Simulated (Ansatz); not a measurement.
Relax this structure to zero stress and force, keeping its symmetry:

```
CELL_PARAMETERS angstrom
0.00000 4.11800 4.26150
2.38650 0.00000 4.26150
2.38650 4.11800 0.00000
ATOMIC_POSITIONS crystal
Ti 0.75000 0.75000 0.75000
Ti 0.50000 0.50000 0.50000
Si 0.08300 0.41700 0.08300
Si 0.41700 0.08300 0.41700
Si 0.16700 0.83300 0.16700
Si 0.83300 0.16700 0.83300
```

Method: DFT PBEsol, scalar-relativistic, plane waves, PAW (Ansatz).

Plane waves to 420 eV, a k mesh through Γ of 10×10×10 on the computed 6-atom cell and Gaussian smearing (0.10 eV); no spin polarisation.

**Question.** What does it relax to?

**Answer.** The volume falls by 0.17 Å³/atom to 13.79 Å³/atom, and the energy falls by 2.6 meV/atom. Final structure:
```xyz
6
Lattice="0.0000 4.0911 4.2480 2.3809 0.0000 4.2480 2.3809 4.0911 0.0000" Properties=species:S:1:pos:R:3 pbc="T T T"
Ti    3.5713    6.1366    6.3721
Ti    2.3809    4.0911    4.2480
Si    1.1904    0.7050    2.1240
Si    1.1904    3.3860    2.1240
Si    2.3809    1.3405    4.2480
Si    2.3809    6.8416    4.2480
```

Course of the relaxation (steps run on the plane waves of an earlier cell, and the basis is chosen afresh near the end, so energy and pressure can step there; trial steps that raised the energy were taken back; energies are free energies):

```tsv
step	E − E_final (meV/atom)	largest force component (eV/Å)	P (GPa)	V (Å³/atom)
1	2.6	0.172	-1.76	13.96
2	0.5	0.087	0.18	13.77
3	0.1	0.039	0.30	13.77
4	0.0	0.005	0.08	13.79
5	0.0	0.000	-0.01	13.79
6	0.0	0.000	0.00	13.79
7	0.0	0.000	0.00	13.79
```